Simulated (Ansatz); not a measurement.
# AgCl: the cost of one run

Computed with Ansatz 0.2.0 (DFT PBE, scalar-relativistic, plane waves, PAW, unless a step's input says otherwise).

## (1) The starting structure

Symmetry: Pm-3m, No. 221, cubic system. The conventional cell has a = 3.434 Å, b = 3.434 Å, c = 3.434 Å, α = 90.00°, β = 90.00°, γ = 90.00°. Ag (site symmetry m-3m) is surrounded by 8 Cl at 2.97 Å. Around Cl (site symmetry m-3m) lie 8 Ag at 2.97 Å.

Structure file:

```xyz
2
Lattice="3.4340 0.0000 0.0000 0.0000 3.4340 0.0000 0.0000 0.0000 3.4340" Properties=species:S:1:pos:R:3 pbc="T T T"
Ag    0.0000    0.0000    0.0000
Cl    1.7170    1.7170    1.7170
```

The structure comes from the Materials Project (structure only).

## (2) Random moves and strain, cell strained

Against the listed cell: strain xx, yy, zz, yz, xz, xy = +3.2, +2.7, +3.8, +0.0, +1.0, +0.3 %; atoms moved by 0.10 Å root mean square, at most 0.10 Å.

Contents of input.yaml:

```yaml
crystal:
  lattice:
    - [3.5451993855, 0.0096151244, 0.03433973]
    - [0.0096151244, 3.5268619696, 0.0002060384]
    - [0.03433973, 0.0002060384, 3.5647386918]
  atoms:
    - { symbol: Ag, position: [-0.0191003249, -0.0219745467, 0.0006086245] }
    - { symbol: Cl, position: [0.5191003249, 0.5219745467, 0.4993913755] }
basis:
  ecutwfc: 420
kpoints:
  mp_grid: { grid: [10, 10, 10] }
hamiltonian:
  xc: pbe
scf:
  occupations: { method: gaussian, width: 0.05 }
output:
  forces: true
  stress: true
  eigenvalues: true
```

What time and memory should one allow on 1 thread of an x86-64 CPU, shared host?

About 17 s, with a peak of 0.78 GiB.
